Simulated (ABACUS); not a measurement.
# Ir (Fm-3m) in ABACUS: convergence with wavefunction cutoff

Aim: find how far wavefunction cutoff must go before the results for Ir settle, at PBEsol. This setting moves, with any that are tied to it; all else stays.

Everything below comes from runs of ABACUS 3.10.1. Logs are shortened: lines on timing, memory, paths and dates and some standing lists are left out, and cuts for length are marked.

### 1 The crystal as given

It takes space group Fm-3m (No. 225, cubic). Conventional cell: a = 3.831 Å, b = 3.831 Å, c = 3.831 Å, α = 90.00°, β = 90.00°, γ = 90.00°. Around Ir (site symmetry m-3m) lie 12 Ir at 2.71 Å.

### 2 With wavefunction cutoff 30 Ry

File INPUT:

```
INPUT_PARAMETERS
suffix              Ir
calculation         scf
basis_type          lcao
pseudo_dir          ./
orbital_dir         ./
symmetry            1
dft_functional      pbesol
ecutwfc             30
pseudo_rcut         7
nspin               1
nbands              13
ks_solver           genelpa
smearing_method     mp
smearing_sigma      0.00734986
scf_thr             1e-07
scf_nmax            100
mixing_type         broyden
mixing_beta         0.7
cal_force           1
cal_stress          1
out_mul             1
```

File STRU:

```
ATOMIC_SPECIES
Ir 192.2170 Ir.upf

NUMERICAL_ORBITAL
Ir_confined-atom_7au_3s2p2d1f.orb

LATTICE_CONSTANT
1.8897261246

LATTICE_VECTORS
0.0000000000 1.9156000000 1.9156000000
1.9156000000 0.0000000000 1.9156000000
1.9156000000 1.9156000000 0.0000000000

ATOMIC_POSITIONS
Direct

Ir
0.0
1
0.0000000000 0.0000000000 0.0000000000 1 1 1
```

File KPT:

```
K_POINTS
0
Gamma
11 11 11 0 0 0
```

Potentials or basis: PseudoDojo NC SR 0.4.1 PBE standard, DZP LCAO (the cutoffs set its grid).

Launch:

```sh
> OMP_NUM_THREADS=1 mpirun -np 4 abacus > log
```

Wall time 3.3 s (4 MPI ranks of Intel Xeon Platinum 8259CL at 2.50GHz (Skylake/Cascade Lake), shared host); peak memory 0.36 GiB.

What came out:

```yaml
Free_energy: -3129.4379 eV
Pressure: 2.2 GPa
Band_gap_on_the_k_mesh: none (metal or under the smearing width)
```

### 3 With wavefunction cutoff 40 Ry

Changes to INPUT since step 2:

```diff
@@ -8,3 +8,3 @@
 dft_functional      pbesol
-ecutwfc             30
+ecutwfc             40
 pseudo_rcut         7
```

STRU is that of step 2.

KPT is that of step 2.

Potentials or basis: PseudoDojo NC SR 0.4.1 PBE standard, DZP LCAO (the cutoffs set its grid).

Launch:

```sh
> OMP_NUM_THREADS=1 mpirun -np 4 abacus > log
```

It took 4.1 s on 4 MPI ranks of Intel Xeon Platinum 8259CL at 2.50GHz (Skylake/Cascade Lake), shared host; peak memory 0.36 GiB.

What came out:

```yaml
Free_energy: -3129.4378 eV
Pressure: 2.3 GPa
Band_gap_on_the_k_mesh: none (metal or under the smearing width)
```

### 4 With wavefunction cutoff 50 Ry

Changes to INPUT since step 3:

```diff
@@ -8,3 +8,3 @@
 dft_functional      pbesol
-ecutwfc             40
+ecutwfc             50
 pseudo_rcut         7
```

STRU is that of step 3.

KPT is that of step 3.

Launch:

```sh
> OMP_NUM_THREADS=1 mpirun -np 4 abacus > log
```

Run time: 3.5 s. Hardware: 4 MPI ranks of Intel Xeon Platinum 8259CL at 2.50GHz (Skylake/Cascade Lake), shared host; peak memory 0.36 GiB.

Results:

```yaml
Free_energy: -3129.4378 eV
Pressure: 2.3 GPa
Band_gap_on_the_k_mesh: none (metal or under the smearing width)
```

### 5 With wavefunction cutoff 65 Ry

Changes to INPUT since step 4:

```diff
@@ -8,3 +8,3 @@
 dft_functional      pbesol
-ecutwfc             50
+ecutwfc             65
 pseudo_rcut         7
```

STRU is that of step 4.

KPT is that of step 4.

Launch:

```sh
> OMP_NUM_THREADS=1 mpirun -np 4 abacus > log
```

Run time: 3.9 s. Hardware: 4 MPI ranks of Intel Xeon Platinum 8259CL at 2.50GHz (Skylake/Cascade Lake), shared host; peak memory 0.36 GiB.

Results (log left out):

| Property | Result |
| --- | --- |
| Free energy | -3129.4379 eV |
| Pressure | 2.3 GPa |
| Band gap on the k mesh | none (metal or under the smearing width) |

### 6 With wavefunction cutoff 80 Ry

Changes to INPUT since step 5:

```diff
@@ -8,3 +8,3 @@
 dft_functional      pbesol
-ecutwfc             65
+ecutwfc             80
 pseudo_rcut         7
```

STRU is that of step 5.

KPT is that of step 5.

Potentials or basis: PseudoDojo NC SR 0.4.1 PBE standard, DZP LCAO (the cutoffs set its grid).

Launch:

```sh
> OMP_NUM_THREADS=1 mpirun -np 4 abacus > log
```

Run time: 5.6 s. Hardware: 4 MPI ranks of Intel Xeon Platinum 8259CL at 2.50GHz (Skylake/Cascade Lake), shared host; peak memory 0.36 GiB.

Results (log left out):

| Item | Value |
| --- | --- |
| Free energy | -3129.4378 eV |
| Pressure | 2.3 GPa |
| Band gap on the k mesh | none (metal or under the smearing width) |

### 7 With wavefunction cutoff 100 Ry

Changes to INPUT since step 6:

```diff
@@ -8,3 +8,3 @@
 dft_functional      pbesol
-ecutwfc             80
+ecutwfc             100
 pseudo_rcut         7
```

STRU is that of step 6.

KPT is that of step 6.

Launch:

```sh
> OMP_NUM_THREADS=1 mpirun -np 4 abacus > log
```

Wall time 6.3 s (4 MPI ranks of Intel Xeon Platinum 8259CL at 2.50GHz (Skylake/Cascade Lake), shared host); peak memory 0.36 GiB.

The run converged. Its results:

```
Free energy            : -3129.4379 eV
Pressure               : 2.3 GPa
Band gap on the k mesh : none (metal or under the smearing width)
```

### 8 With wavefunction cutoff 130 Ry

Changes to INPUT since step 7:

```diff
@@ -8,3 +8,3 @@
 dft_functional      pbesol
-ecutwfc             100
+ecutwfc             130
 pseudo_rcut         7
```

STRU is that of step 7.

KPT is that of step 7.

Potentials or basis: PseudoDojo NC SR 0.4.1 PBE standard, DZP LCAO (the cutoffs set its grid).

Launch:

```sh
> OMP_NUM_THREADS=1 mpirun -np 4 abacus > log
```

running log:

```text
ABACUS v3.10.1

               Atomic-orbital Based Ab-initio Computation at UStc

 ------------------------------------------------------------------------------------

 READING GENERAL INFORMATION
                           global_out_dir = OUT.Ir/
                           global_in_card = INPUT
                               pseudo_dir = ./
                              orbital_dir = ./
                                    DSIZE = 4
                                    GSIZE = 1

 READING UNITCELL INFORMATION
                                    ntype = 1
                  lattice constant (Bohr) = 1.88973
              lattice constant (Angstrom) = 1

 READING ATOM TYPE 1
                               atom label = Ir
                      L=0, number of zeta = 3
                      L=1, number of zeta = 2
                      L=2, number of zeta = 2
                      L=3, number of zeta = 1
             number of atom for this type = 1

                        TOTAL ATOM NUMBER = 1
DIRECT COORDINATES
    atom                   x                   y                   z     mag                  vx                  vy                  vz
taud_Ir1            0.0000000000        0.0000000000        0.0000000000  0.0000        0.0000000000        0.0000000000        0.0000000000

                          Volume (Bohr^3) = 94.8727
                             Volume (A^3) = 14.0587

 Lattice vectors: (Cartesian coordinate: in unit of a_0)
                   +0             +1.9156             +1.9156
              +1.9156                  +0             +1.9156
              +1.9156             +1.9156                  +0
 Reciprocal vectors: (Cartesian coordinate: in unit of 2 pi/a_0)
            -0.261015           +0.261015           +0.261015
            +0.261015           -0.261015           +0.261015
            +0.261015           +0.261015           -0.261015
 The esolver type has been set to : ksdft_lcao

                PAO radial cut off (Bohr) = 7

 Read in pseudopotential file is Ir.upf
                     pseudopotential type = NC
          exchange-correlation functional = PBE
                 nonlocal core correction = 1
                        valence electrons = 17
                                     lmax = 3
                           number of zeta = 4
                     number of projectors = 8
                           L of projector = 0
                           L of projector = 0
                           L of projector = 1
                           L of projector = 1
                           L of projector = 2
                           L of projector = 2
                           L of projector = 3
                           L of projector = 3
 XC functional updated to : pbesol
          exchange-correlation functional = PBESOL
     initial pseudo atomic orbital number = 10

 SETUP THE ELECTRONS NUMBER
            electron number of element Ir = 17
      total electron number of element Ir = 17
            AUTOSET number of electrons:  = 17
                           occupied bands = 9
                                   NLOCAL = 26
                                   NBANDS = 13
                                   NBANDS = 13
                                   NLOCAL = 26

%%%%%%%%%%%%%%%%%%%%%%%%%%%%%%%%%%%%%%%%%%%%%%%%%%%%%%%%%%%%%%%%%%%%%%%%%%%%%%%%%%%%%%%%%%%%%%%%%%%%%%%%%%
 Warning: the number of valence electrons in pseudopotential > 9 for Ir: [Xe] 4f14 5d7 6s2
 Pseudopotentials with additional electrons can yield (more) accurate outcomes, but may be less efficient.
 If you're confident that your chosen pseudopotential is appropriate, you can safely ignore this warning.
[... 125 lines left out ...]
     energy cutoff for wavefunc (unit:Ry) = 130
              fft grid for wave functions = [ 40, 40, 40 ]
                    number of plane waves = 3287
                         number of sticks = 295

 PARALLEL PW FOR WAVE FUNCTIONS
     PROC   COLUMNS(POT)             PW
        1             74            823
        2             73            821
        3             74            821
        4             74            822
 --------------- sum -------------------
        4            295           3287

 SET NONLOCAL PSEUDOPOTENTIAL PROJECTORS
 max number of nonlocal projetors among all species is 8

 -------------------------------------------
 SELF-CONSISTENT
 -------------------------------------------

 SETUP SEARCHING RADIUS FOR PROGRAM TO SEARCH ADJACENT ATOMS
                  longest orb rcut (Bohr) = 7
   longest nonlocal projector rcut (Bohr) = 2.3
                     search radius (Bohr) = 18.6
              searching radius is (Bohr)) = 18.6
         searching radius unit is (Bohr)) = 1.89
                         PeriodicBoundary = 1
                        Radius(unit:lat0) = 9.84
                                   glayer = [ 6, 6, 6 ]
                             glayer_minus = [ 5, 5, 5 ]

Find the coordinate range of the input atom(unit:lat0).
                                  min_tau = [ -19.2, -19.2, -19.2 ]
                                  max_tau = [ 19.2, 19.2, 19.2 ]
                                BoxNumber = [ 11, 11, 11 ]

 SETUP EXTENDED REAL SPACE GRID FOR GRID INTEGRATION
                          real space grid = [ 40, 40, 40 ]
                 big cell numbers in grid = [ 8, 8, 8 ]
             meshcell numbers in big cell = [ 5, 5, 5 ]
                        extended fft grid = [ 14, 14, 14 ]
                dimension of extened grid = [ 37, 37, 37 ]
                            UnitCellTotal = 125
              Atom number in sub-FFT-grid = 1
    Local orbitals number in sub-FFT-grid = 26
                                ParaV.nnr = 42081
                                 init_chg = atomic

 LCAO ALGORITHM --------------- ION=   1  ELEC=   1--------------------------------

 Density error is 0.0333977735861
----------------------------------------------------------
     Energy           Rydberg                 eV
----------------------------------------------------------
 E_KohnSham     -230.0040741670      -3129.3659718854
 E_Harris       -231.2034161757      -3145.6838570542
 E_Fermi        1.9424135228         26.4278917818
----------------------------------------------------------
[... 58 lines left out ...]
 Density error is 6.16368258422e-09
----------------------------------------------------------
     Energy           Rydberg                 eV
----------------------------------------------------------
 E_KohnSham     -230.0093559823      -3129.4378346694
 E_KS(sigma->0) -230.0093307538      -3129.4374914188
 E_Harris       -230.0093559654      -3129.4378344394
 E_band         -5.8500865726        -79.5945111809
 E_one_elec     -32.4421794345       -441.3984958471
 E_Hartree      28.8801632460        392.9347793158
 E_xc           -43.4306876667       -590.9048203260
 E_Ewald        -183.0165764417      -2490.0682680603
 E_entropy(-TS) -0.0000756853        -0.0010297518
 E_descf        0.0000000000         0.0000000000
 E_exx          0.0000000000         0.0000000000
 E_Fermi        1.9067309498         25.9424054699
----------------------------------------------------------

 charge density convergence is achieved
 final etot is -3129.4378347 eV
 EFERMI = 25.94240547 eV

 STATE ENERGY(eV) AND OCCUPATIONS    NSPIN == 1
 1/56 kpoint (Cartesian) = 0.0000 0.0000 0.0000 (620 pws)
       1       -66.8635     0.00150263
       2       -23.3041     0.00150263
       3       -23.3041     0.00150263
       4       -23.3041     0.00150263
       5        14.7519     0.00150263
       6        22.0758     0.00150263
       7        22.0758     0.00150263
       8        22.0758     0.00150263
       9        24.8289     0.00150263
      10        24.8289     0.00150263
      11        39.5196   -7.96456e-89
      12        45.1705   -1.12794e-88
      13        45.1705   -1.12794e-88
[... 61 lines left out ...]
 6/56 kpoint (Cartesian) = 0.11864 0.11864 0.11864 (580 pws)
       1       -66.7965      0.0120210
       2       -24.1021      0.0120210
       3       -23.4164      0.0120210
       4       -23.4164      0.0120210
       5        17.7840      0.0120210
       6        22.0056      0.0120210
       7        22.0056      0.0120210
       8        24.8136      0.0120210
       9        26.8370   -5.31133e-37
      10        26.8370   -5.31133e-37
      11        33.7736   -3.67508e-88
      12        39.4341   -6.33152e-88
      13        45.3449   -9.10539e-88

[... levels at 50 further k points ...]

 correction force for each atom along direction 1 is -1.58219e-14
 correction force for each atom along direction 2 is 1.33404e-13
 correction force for each atom along direction 3 is 2.72678e-15
------------------------------------------------------------------------------------------
 TOTAL-FORCE (eV/Angstrom)
------------------------------------------------------------------------------------------
                       Ir1         0.0000000000         0.0000000000         0.0000000000
------------------------------------------------------------------------------------------

----------------------------------------------------------------
 TOTAL-STRESS (KBAR)
----------------------------------------------------------------
        22.9689670820         0.0000000000         0.0000000000
        -0.0000000000        22.9689670820         0.0000000000
         0.0000000000         0.0000000000        22.9689670820
----------------------------------------------------------------
 TOTAL-PRESSURE: 22.968967 KBAR

 --------------------------------------------
 !FINAL_ETOT_IS -3129.4378346694002175 eV
 --------------------------------------------
```

Run time: 7.4 s. Hardware: 4 MPI ranks of Intel Xeon Platinum 8259CL at 2.50GHz (Skylake/Cascade Lake), shared host; peak memory 0.4 GiB.

What came out:

| Property | Result |
| --- | --- |
| Free energy | -3129.4378 eV |
| Pressure | 2.3 GPa |
| Band gap on the k mesh | none (metal or under the smearing width) |

### 9 Result

| wavefunction cutoff | energy less the tightest run, at zero smearing (meV/atom) | pressure (GPa) | SCF cycles | CPU time (s) |
| --- | --- | --- | --- | --- |
| 30 Ry | -0.06 | 2.24 | 7 | 12 |
| 40 Ry | 0.03 | 2.32 | 7 | 16 |
| 50 Ry | 0.03 | 2.32 | 7 | 14 |
| 65 Ry | -0.02 | 2.29 | 7 | 16 |
| 80 Ry | 0.01 | 2.29 | 7 | 22 |
| 100 Ry | -0.06 | 2.30 | 7 | 25 |
| 130 Ry | 0.00 | 2.30 | 7 | 29 |

Against the tightest run, the energy stays within 1 meV/atom from 30 Ry on; the pressure stays within 0.1 GPa from 30 Ry on. The tightest run that finished is the yardstick and may itself not be fully converged.

Caveats: the atomic orbitals were generated for these runs and aren't a published set; the potentials were made for another functional, which shifts forces and pressure; the basis of atomic orbitals isn't converged, which shifts pressures, moduli and gaps.
